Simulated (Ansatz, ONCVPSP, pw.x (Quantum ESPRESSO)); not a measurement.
From atom to crystal: ONCV potential for C

* Element: C (Z = 6)
* Generator: ONCVPSP 4.0.1.1 (patched build)
* Type: optimised norm-conserving Vanderbilt (ONCV)
* Functional: PBE
* Relativity: scalar-relativistic
* Frozen core: [He]
* Valence charge: 4
* Reference configuration: 2s2 2p2
* Partial waves: 2s: rc 1.20 bohr, ncon 3, nbas 6, qcut 5.4 1/bohr, 2 projectors, debl 2.5 Ha; 2p: rc 2.55 bohr, ncon 4, nbas 8, qcut 4.2 1/bohr, 3 projectors, debl 1.4 Ha
* Local potential: polynomial inside 1.05 bohr (lpopt 5, dvloc0 4 Ha)
* Core correction: polynomial model core, fcfact 0.35

Atomic tests: cutoffs needed: 16 Ha and 59 Ha (the cutoffs (Ha) at which the residual kinetic energy of the hardest occupied pseudo-wave falls to 1 and 0.1 mHa per electron); ghost test: no bound ghost flagged; no localised positive-energy state flagged; largest excitation error: +2000 meV (all-electron minus pseudo) for 2s1 2p0, out of 4 test configurations.

Crystal test: bcc C in pw.x 7.5, no spin, 18³ k-points, Fermi–Dirac smearing 0.01 Ry, cutoffs 135/540 Ry. The lattice is a test structure that the element need not adopt, and mesh and smearing are coarse.

pw.x input:

```
&control
  calculation='scf', prefix='x', pseudo_dir='./', outdir='./tmp', tstress=.true., disk_io='none'
/
&system
  ibrav=0, nat=1, ntyp=1, ecutwfc=135, ecutrho=540, nbnd=9,
  occupations='smearing', smearing='fd', degauss=0.01
/
&electrons
  conv_thr=1e-09, mixing_beta=0.4, electron_maxstep=70
/
ATOMIC_SPECIES
C 1.0 C.UPF
CELL_PARAMETERS angstrom
  -1.17891406 1.17891406 1.17891406
  1.17891406 -1.17891406 1.17891406
  1.17891406 1.17891406 -1.17891406
ATOMIC_POSITIONS crystal
C 0.0000 0.0000 0.0000
K_POINTS automatic
18 18 18 0 0 0
```

```bash
pw.x < C.scf.in > C.scf.out
```

Task: How does the run end?

Result: It converges; the pressure is -2.97 GPa against 4.10 GPa from all-electron LAPW. The largest radius (2.55 bohr) exceeds half the bond length (1.93 bohr), so the spheres overlap, which is one possible source of error among others. This is a poor potential for the solid. The free energy does not fall steadily as the cutoff rises, most likely since the density grid, which shrinks with it, is too coarse for the model core; the lower cutoffs are not converged. The log shows:

```
     using ibrav=0 with symmetry is DISCOURAGED, use correct ibrav instead
     lattice parameter (alat)  =       3.8587  a.u.
     unit-cell volume          =      44.2286 (a.u.)^3
     number of electrons       =         4.00
     number of Kohn-Sham states=            9
     kinetic-energy cutoff     =     135.0000  Ry
     charge density cutoff     =     540.0000  Ry
     scf convergence threshold =      1.0E-09
     Exchange-correlation= PBE
     number of k points=   195  Fermi-Dirac smearing, width (Ry)=  0.0100
     iteration #  1     ecut=   135.00 Ry     beta= 0.40
     total energy              =     -11.78602097 Ry
     estimated scf accuracy    <       0.00175019 Ry
     iteration #  2     ecut=   135.00 Ry     beta= 0.40
     total energy              =     -11.78608376 Ry
     estimated scf accuracy    <       0.00056213 Ry
     iteration #  3     ecut=   135.00 Ry     beta= 0.40
     total energy              =     -11.78612126 Ry
     estimated scf accuracy    <       0.00000685 Ry
     iteration #  4     ecut=   135.00 Ry     beta= 0.40
     total energy              =     -11.78612173 Ry
     estimated scf accuracy    <       0.00000004 Ry
     iteration #  5     ecut=   135.00 Ry     beta= 0.40
     total energy              =     -11.78612175 Ry
     estimated scf accuracy    <          4.2E-09 Ry
     iteration #  6     ecut=   135.00 Ry     beta= 0.40
     the Fermi energy is    12.1680 ev
!    total energy              =     -11.78612175 Ry
     estimated scf accuracy    <          2.3E-10 Ry
     smearing contrib. (-TS)   =      -0.00155793 Ry
     The total energy is F=E-TS. E is the sum of the following terms:
     one-electron contribution =       5.23253467 Ry
     hartree contribution      =       0.21808070 Ry
     xc contribution           =      -4.16688543 Ry
     ewald contribution        =     -13.06829376 Ry
     convergence has been achieved in   6 iterations
          total   stress  (Ry/bohr**3)                   (kbar)     P=      -29.71
     Message from routine punch:
     Nothing written, as per user request (disk_io='none')
```
